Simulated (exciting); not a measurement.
Consider CaO (Lime), space group Fm-3m.

```cif
data_structure
_symmetry_space_group_name_H-M 'P 1'
_symmetry_Int_Tables_number 1
_cell_length_a 3.4033
_cell_length_b 3.4033
_cell_length_c 3.4033
_cell_angle_alpha 60.000
_cell_angle_beta 60.000
_cell_angle_gamma 60.000
_cell_volume 27.87
loop_
_atom_site_label
_atom_site_type_symbol
_atom_site_fract_x
_atom_site_fract_y
_atom_site_fract_z
_atom_site_occupancy
Ca1 Ca 0.00000 0.00000 0.00000 1
O2 O 0.50000 0.50000 0.50000 1
```

Absorber: atom 1, with 6 O at 2.41 Å (octahedral, site symmetry m-3m). Method: exciting, all-electron LAPW+lo, LDA, spinor conduction states, exchange and screened direct term (singlet BSE), 2×2×2 shifted k points, 22 conduction spinor bands, |G+q| up to 4.5 bohr⁻¹ (5.5 in the exchange term), full RPA screening with nempty = 37, Lorentzian half width 0.25 eV.

Q: Predict the Ca L₂,₃ near-edge structure at this level.

Bound core exciton? Yes on this mesh: the first bright state (over 5 % of the brightest) lies at -3.41 eV from the Kohn–Sham onset and at -4.29 eV from the lowest bare transition of its own mesh; weaker or dark states reach down to -3.73 eV. Maxima (height): -3.0 eV (0.39), -1.5 eV (0.88), 0.6 eV (0.64) and 2.1 eV (1.00).

Energy from the Kohn–Sham onset, core level to the lowest empty state found on the meshes used; Im ε in relative units:

```tsv
E (eV)	Im ε
-5.00	0.01
-4.75	0.02
-4.50	0.02
-4.25	0.03
-4.00	0.04
-3.75	0.07
-3.50	0.13
-3.25	0.24
-3.00	0.39
-2.75	0.21
-2.50	0.13
-2.25	0.14
-2.00	0.21
-1.75	0.42
-1.50	0.88
-1.25	0.53
-1.00	0.23
-0.75	0.13
-0.50	0.10
-0.25	0.11
0.00	0.15
0.25	0.27
0.50	0.57
0.75	0.50
1.00	0.27
1.25	0.20
1.50	0.24
1.75	0.44
2.00	0.94
2.25	0.71
2.50	0.34
2.75	0.22
3.00	0.16
3.25	0.13
3.50	0.11
3.75	0.11
4.00	0.10
4.25	0.08
4.50	0.07
4.75	0.06
5.00	0.05
5.25	0.05
5.50	0.05
5.75	0.04
6.00	0.04
6.25	0.05
6.50	0.06
6.75	0.06
7.00	0.05
7.25	0.04
7.50	0.05
7.75	0.05
8.00	0.05
8.25	0.04
8.50	0.05
8.75	0.06
9.00	0.06
9.25	0.06
9.50	0.06
9.75	0.07
10.00	0.06
10.25	0.05
10.50	0.05
10.75	0.04
11.00	0.05
11.25	0.05
11.50	0.04
11.75	0.04
12.00	0.03
12.25	0.04
12.50	0.05
12.75	0.04
13.00	0.04
13.25	0.04
13.50	0.04
13.75	0.04
14.00	0.05
14.25	0.05
14.50	0.04
14.75	0.05
15.00	0.06
15.25	0.05
15.50	0.05
15.75	0.04
16.00	0.03
16.25	0.05
16.50	0.05
16.75	0.04
17.00	0.03
17.25	0.04
17.50	0.06
```

Binding energies aren't converged on 8 k points, and the weak maxima beyond the white lines are largely noise of the mesh. The multiplet shape isn't converged in the kernel cutoffs, and the cutoff of the direct term wasn't varied. Measured L₃ and L₂ lines of such d⁰ ions are about equally strong. The zero comes from the unshifted 4×4×4 ground-state mesh; it is exact only where the band minimum lies on that mesh. The structure is a published determination, not relaxed.

[Banner, clock and machine lines of the logs are left out without a mark of their own.]

[Logs are printed without paths, hosts, clocks, repeated set-up lines and the standing remarks that a program may print on its own settings, such as how far it seeks lower states.]

[Hosts, paths, dates, database ids (printed as entryN), source tags and the programs' standing remarks are cut or masked in the printed files.]
